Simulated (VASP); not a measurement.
Crystal: SrO.

```
Sr O
1.0
     0.00000    2.56630    2.56630
     2.56630    0.00000    2.56630
     2.56630    2.56630    0.00000
Sr O
1 1
Direct
  0.50000 0.50000 0.50000
  0.00000 0.00000 0.00000
```

* Program: VASP 6.6.1
* Task: relaxation of cell and atoms
* Functional: PBE
* Potentials or basis: VASP PAW PBE potentials, release 64 (Sr_sv, O)
* Cutoff: 600 eV
* k mesh: 10 × 10 × 10
* Occupations: gaussian, width 0.03 eV
* Spin: no spin polarisation

At the start: pressure 3.8 GPa; volume 16.90 Å³/atom.

**Question.** How do energy, volume and symmetry change on relaxing?

**Answer.** Over 3 steps the energy falls by 8.2 meV/atom and the volume is 17.62 Å³/atom (+4.2 %); space group Fm-3m (No. 225, to 0.05 Å).

The path:
| step | energy change (eV) | largest force (eV/Å) | pressure (GPa) | volume (Å³) |
| --- | --- | --- | --- | --- |
| 1 | 0.0000 | 0.0000 | 3.83 | 33.80 |
| 2 | -0.0140 | 0.0000 | -1.33 | 35.82 |
| 3 | -0.0164 | 0.0000 | 0.01 | 35.23 |

Final structure:
```
Sr O
1.0
     0.00000    2.60195    2.60195
     2.60195    0.00000    2.60195
     2.60195    2.60195    0.00000
Sr O
1 1
Direct
  0.50000 0.50000 0.50000
  0.00000 0.00000 0.00000
```
